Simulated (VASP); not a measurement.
# WS2 (R3m) in VASP: single point with r2SCAN

Aim: the single point of WS2 with r2SCAN.

Program: VASP 6.6.1. These are calculated values, not measurements. Logs are shortened: lines on timing, memory, paths and dates and some standing lists are left out, and cuts for length are marked.

### 1 Starting point

Symmetry: R3m, No. 160, trigonal system. The conventional cell has a = 3.158 Å, b = 3.158 Å, c = 18.490 Å, α = 90.00°, β = 90.00°, γ = 120.00°. Around W (site symmetry 3m) lie 6 S at 2.39 to 2.42 Å. S (site symmetry 3m) has 3 W at 2.42 Å as nearest neighbours. Around S (site symmetry 3m) lie 3 W at 2.39 Å.

Measurements of this composition are mostly on another form, of space group No. 194.

### 2 Single point, r2SCAN

File POSCAR:

```
WS2
1.0
    1.5790000000      0.9116360751      6.1633333333
   -1.5790000000      0.9116360751      6.1633333333
    0.0000000000     -1.8232721501      6.1633333333
W S
1 2
Direct
    0.0000000000      0.0000000000      0.0000000000
    0.5810000000      0.5810000000      0.5810000000
    0.7503000000      0.7503000000      0.7503000000
```

File INCAR.step1:

```
PREC = Accurate
ENCUT = 520
ISMEAR = 0
SIGMA = 0.15
LREAL = False
LASPH = True
NELM = 100
NBANDS = 20
GGA = PE
ALGO = Normal
EDIFF = 1E-4
LWAVE = True
LCHARG = False
```

File INCAR.step2:

```
PREC = Accurate
ENCUT = 520
EDIFF = 1E-6
ISMEAR = 0
SIGMA = 0.15
LREAL = False
LASPH = True
NELM = 100
ALGO = Normal
ISIF = 2
LWAVE = False
LCHARG = False
METAGGA = R2SCAN
LMIXTAU = True
NBANDS = 20
ISTART = 1
```

File KPOINTS:

```
regular mesh
0
Gamma
  10 10 10
```

Potentials or basis: VASP PAW PBE potentials, release 64 (W_sv, S).

Run with:

```console
$ cat potpaw_PBE.64/W_sv/POTCAR potpaw_PBE.64/S/POTCAR > POTCAR
$ cp INCAR.step1 INCAR
$ mpirun -np 1 vasp_std > vasp.out
$ cp INCAR.step2 INCAR
$ mpirun -np 1 vasp_std > vasp.out
```

OUTCAR:

```text
PREC = Accurate
   ENCUT = 520
   EDIFF = 1E-6
   ISMEAR = 0
   LREAL = False
   LASPH = True
   NELM = 100
   ISIF = 2
   METAGGA = R2SCAN
   ISTART = 1

 ion  position               nearest neighbor table
   1  0.000  0.000  0.000-   3 2.39   3 2.39   3 2.39   2 2.42   2 2.42   2 2.42
   2  0.581  0.581  0.581-   1 2.42   1 2.42   1 2.42
   3  0.750  0.750  0.750-   1 2.39   1 2.39   1 2.39

  LATTYP: Found a trigonal (rhomboedric) cell.
 ALAT       =     6.4273633094
 COS(alpha) =     0.8792940837

  Lattice vectors:

 A1 = (   1.5790000000,   0.9116360751,   6.1633333333)
 A2 = (  -1.5790000000,   0.9116360751,   6.1633333333)
 A3 = (   0.0000000000,  -1.8232721501,   6.1633333333)

Analysis of symmetry for initial positions (statically):
=====================================================================
 Subroutine PRICEL returns:
 Original cell was already a primitive cell.

 Routine SETGRP: Setting up the symmetry group for a
 trigonal (rhombohedral) supercell.

 Subroutine GETGRP returns: Found  6 space group operations
 (whereof  6 operations were pure point group operations)
 out of a pool of 12 trial point group operations.

The static configuration has the point symmetry C_3v.

Analysis of symmetry for dynamics (positions and initial velocities):
=====================================================================
 Subroutine PRICEL returns:
 Original cell was already a primitive cell.

 Routine SETGRP: Setting up the symmetry group for a
 trigonal (rhombohedral) supercell.

 Subroutine GETGRP returns: Found  6 space group operations
 (whereof  6 operations were pure point group operations)
 out of a pool of 12 trial point group operations.

The dynamic configuration has the point symmetry C_3v.

 Subroutine INISYM returns: Found  6 space group operations
 (whereof  6 operations are pure point group operations),
 and found     1 'primitive' translations

----------------------------------------------------------------------------------------

                                     Primitive cell

  volume of cell :      53.2317

  direct lattice vectors                    reciprocal lattice vectors
     1.579000000  0.911636075  6.163333333     0.316656111  0.182821491  0.054083288
[... 78 lines left out ...]
 SYSTEM =  unknown system
   PREC   = accura    normal or accurate (medium, high low for compatibility)
   ISTART =      1    job   : 0-new  1-cont  2-samecut
   ICHARG =      0    charge: 1-file 2-atom 10-const
   ISPIN  =      1    spin polarized calculation?
   LNONCOLLINEAR =      F non collinear calculations
   LSORBIT =      F    spin-orbit coupling
   LASPH  =      T    aspherical Exc in radial PAW
   ENCUT  =  520.0 eV  38.22 Ry    6.18 a.u.  11.95 11.95 11.95*2*pi/ulx,y,z
   NELM   =    100;   NELMIN=  2; NELMDL=  0     # of ELM steps
   EDIFF  = 0.1E-05   stopping-criterion for ELM
   LREAL  =      F    real-space projection
[... 7 lines left out ...]
   TEBEG  =    0.0;   TEEND  =   0.0 temperature during run
   PSTRESS=    0.0 pullay stress
   NELECT =      26.0000    total number of electrons
   NUPDOWN=      -1.0000    fix difference up-down
   EMIN   =  10.00;   EMAX   =-10.00  energy-range for DOS
   EFERMI =   0.00;   METHOD = LEGACY
   ISMEAR =     0;   SIGMA  =   0.15  broadening in eV -4-tet -1-fermi 0-gaus
   EFERMI_NEDOS =   21; number of points for ismear=-14 and -15
   IALGO  =     38    algorithm
   IMIX   =      4    mixing-type and parameters
     AMIX     =   0.40;   BMIX     =  1.00
     AMIX_MAG =   1.60;   BMIX_MAG =  1.00
  volume/ion in A,a.u.               =      17.74       119.74
  Fermi-wavevector in a.u.,A,eV,Ry     =   1.289266  2.436359 22.615687  1.662206
  Thomas-Fermi vector in A             =   2.421169
   LORBIT       =      0    0 simple, 1 ext, 2 COOP (PROOUT), +10 PAW based schemes
   METAGGA = R2SCAN    functional components
   LHFCALC =     F    Hartree Fock is set to
   AEXX    =    0.0000 exact exchange contribution
   IVDW    =     0    specifies the selected vdW correction
   LEPSILON=     F    determine dielectric tensor
   LRPA    =     F    only Hartree local field effects (RPA)
 non-spin polarized calculation
 Gauss-broadening in eV      SIGMA  =   0.15
  energy-cutoff  :      520.00
  volume of cell :       53.23
 maximum number of plane-waves:      1450
   NGX = 23   NGY = 23   NGZ = 23

 number of electron      26.0000001 magnetization

 Free energy of the ion-electron system (eV)
  ---------------------------------------------------
  ext. energy  EPLUGINS =         0.00000000
  ---------------------------------------------------
  free energy    TOTEN  =       -70.04650060 eV

  energy without entropy =      -70.04650060  energy(sigma->0) =      -70.04650060

 E-fermi :   7.9561     XC(G=0): -11.6643

 val. band max:        7.3768094751   @ k =   0.5000   0.5000   0.5000
 cond. band min:       8.5626233865   @ k =  -0.2000   0.2000   0.0000
 fundamental gap:      1.1858139113
 Fermi energy:         7.9560983266

 k-point     1 :       0.0000    0.0000    0.0000
  band No.  band energies     occupation
      1     -69.2499      2.00000
      2     -32.8603      2.00000
      3     -32.6769      2.00000
      4     -32.6769      2.00000
      5      -9.0325      2.00000
      6      -6.9641      2.00000
[... 541 lines left out ...]
     19      15.1588      0.00000
     20      16.4102      0.00000

 [... further k-points ...]

------------------------ aborting loop because EDIFF is reached ----------------------------------------

  FORCE on cell =-STRESS in cart. coord.  units (eV):
  Direction    XX          YY          ZZ          XY          YZ          ZX
  --------------------------------------------------------------------------------------
  -------------------------------------------------------------------------------------
  Total        1.0556146      1.0556146      0.6557741      0.0000000      0.0000000      0.0000000
  in kB       31.7720636     31.7720636     19.7375987      0.0000000      0.0000000      0.0000000
  external PRESSURE =      27.7605753 kB  Pullay stress =       0.0000000 kB

 VOLUME and BASIS-vectors are now :
 -----------------------------------------------------------------------------
  energy-cutoff  :      520.00
  volume of cell :       53.23
      direct lattice vectors                 reciprocal lattice vectors
     1.579000000  0.911636075  6.163333333     0.316656111  0.182821491  0.054083288
    -1.579000000  0.911636075  6.163333333    -0.316656111  0.182821491  0.054083288
     0.000000000 -1.823272150  6.163333333     0.000000000 -0.365642982  0.054083288

 POSITION                                       TOTAL-FORCE (eV/Angst)
 -----------------------------------------------------------------------------------
      0.00000      0.00000      0.00000         0.000000     -0.000000     -0.620825
      0.00000      0.00000     10.74269         0.000000      0.000000      0.341539
      0.00000      0.00000     13.87305         0.000000      0.000000      0.279287
 -----------------------------------------------------------------------------------
    total drift:                                0.000000     -0.000000     -0.000034

  FREE ENERGIE OF THE ION-ELECTRON SYSTEM (eV)
  ---------------------------------------------------
  free  energy   TOTEN  =       -70.0465005978 eV

  energy  without entropy=      -70.0465005978  energy(sigma->0) =      -70.04650060
```

OSZICAR.step1:

```text
N       E                     dE             d eps       ncg     rms          rms(c)
DAV:   1     0.200423869508E+03    0.20042E+03   -0.13015E+04  4640   0.130E+03
DAV:   2    -0.144889635135E+02   -0.21491E+03   -0.20806E+03  5452   0.345E+02
DAV:   3    -0.247932118917E+02   -0.10304E+02   -0.10191E+02  5772   0.708E+01
DAV:   4    -0.249431339830E+02   -0.14992E+00   -0.14981E+00  5604   0.926E+00
DAV:   5    -0.249457133891E+02   -0.25794E-02   -0.25793E-02  5844   0.127E+00    0.272E+01
DAV:   6    -0.237861924628E+02    0.11595E+01   -0.61317E+00  5116   0.168E+01    0.112E+01
DAV:   7    -0.236551153624E+02    0.13108E+00   -0.13731E+00  4880   0.664E+00    0.568E+00
DAV:   8    -0.236079322120E+02    0.47183E-01   -0.26098E-01  5364   0.344E+00    0.133E+00
DAV:   9    -0.236071928602E+02    0.73935E-03   -0.11585E-02  5892   0.749E-01    0.574E-01
DAV:  10    -0.236069119218E+02    0.28094E-03   -0.44522E-03  5332   0.458E-01    0.799E-02
DAV:  11    -0.236068805350E+02    0.31387E-04   -0.59102E-04  5180   0.161E-01
   1 F= -.23606881E+02 E0= -.23606881E+02  d E =-.112260E-08
```

Wall time 16 min (1 thread of Intel Xeon Platinum 8488C (Sapphire Rapids), shared host); peak memory 0.43 GiB.

Results:

- Free energy: -70.0465 eV
- Pressure: 2.8 GPa
- Largest force: 0.621 eV/Å
- Band gap on the k mesh: 1.19 eV, indirect (least direct gap 2.37 eV)

Forces on the atoms (eV/Å):
```
W    0.000  0.000 -0.621
S    0.000  0.000  0.342
S    0.000  0.000  0.279
```

Stress tensor (GPa, compression positive):
```
3.18 0.00 0.00
0.00 3.18 0.00
0.00 0.00 1.97
```

Levels at points of the mesh, in eV from the valence-band top:
```csv
k point,band 9,band 10,band 11,band 12,band 13,band 14,band 15,band 16,band 17,band 18
"(0.00, 0.00, 0.00)",-3.73,-2.44,-2.44,-1.71,-1.24,2.33,2.33,2.67,2.67,5.24
"(0.50, 0.00, 0.00)",-5.55,-4.38,-2.76,-1.98,-1.81,2.44,2.75,3.94,4.07,4.75
"(0.50, 0.50, 0.00)",-5.24,-4.30,-3.38,-2.19,-1.64,2.39,2.88,3.51,4.58,5.37
"(0.50, 0.50, 0.50)",-3.74,-3.74,-2.41,-2.41,0.00,2.44,2.44,2.51,2.51,5.43
```

Caveat: the PAW data sets were made with another functional, which shifts forces and pressure a little; spin-orbit coupling is left out, which moves the levels of the heavy elements. A k mesh can miss the band edges.
